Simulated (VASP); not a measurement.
Set up this calculation in VASP 6.6.1, as the native input.

* Task: single point
* Functional: PBE0
* Potentials or basis: VASP PAW PBE potentials, release 64 (Sr_sv, O)
* Cutoff: 520 eV
* k mesh: 6 × 6 × 6
* Occupations: gaussian, width 0.02 eV
* Spin: no spin polarisation
* Grid for exact exchange (PRECFOCK): Fast
* Exchange at q = 0: truncated
* Further INCAR settings: ALGO = Normal; EDIFF = 1e-06; NBANDS = 15

SrO:

```
Sr O
1.0
     0.00000    2.56614    2.56614
     2.56614    0.00000    2.56614
     2.56614    2.56614    0.00000
Sr O
1 1
Direct
  0.00000 0.00000 0.00000
  0.50000 0.50000 0.50000
```

One way to write it, as run:

POSCAR

```
SrO
1.0
    0.0000000000      2.5661400000      2.5661400000
    2.5661400000      0.0000000000      2.5661400000
    2.5661400000      2.5661400000      0.0000000000
Sr O
1 1
Direct
    0.0000000000      0.0000000000      0.0000000000
    0.5000000000      0.5000000000      0.5000000000
```

INCAR.step1

```
ALGO = Normal ; EDIFF = 1E-5
ENCUT = 520 ; GGA = PE
ISIF = 2 ; ISMEAR = 0
LASPH = True ; LREAL = False
LWAVE = True ; NBANDS = 15
NELM = 100 ; PREC = Accurate
SIGMA = 0.02
```

INCAR.step2

```
AEXX = 0.25 ; ALGO = Normal
EDIFF = 1E-6 ; ENCUT = 520
GGA = PE ; HFRCUT = -1
ISIF = 2 ; ISMEAR = 0
ISTART = 1 ; LASPH = True
LCHARG = True ; LELF = True
LHFCALC = True ; LREAL = False
LVHAR = True ; LWAVE = False
NBANDS = 15 ; NELM = 100
PREC = Accurate ; PRECFOCK = Fast
SIGMA = 0.02
```

KPOINTS

```
k-points
0
Gamma
  6 6 6
```

Potentials or basis: VASP PAW PBE potentials, release 64 (Sr_sv, O).

Launch:

```bash
$ cat potpaw_PBE.64/Sr_sv/POTCAR potpaw_PBE.64/O/POTCAR > POTCAR
$ cp INCAR.step1 INCAR
$ mpirun -np 1 vasp_std > vasp.out
$ cp INCAR.step2 INCAR
$ mpirun -np 1 vasp_std > vasp.out
```

Results of the run:

```
Pressure               : 1.7 GPa
Band gap on the k mesh : 5.47 eV, indirect (least direct gap 5.58 eV)
```

Caveat: the PAW data sets were made with another functional, which shifts forces and pressure a little.

Wall time 8.8 min on 1 thread of Intel(R) Xeon(R) Platinum 8488C (Sapphire Rapids), with other jobs on the host, peak memory 0.18 GiB.
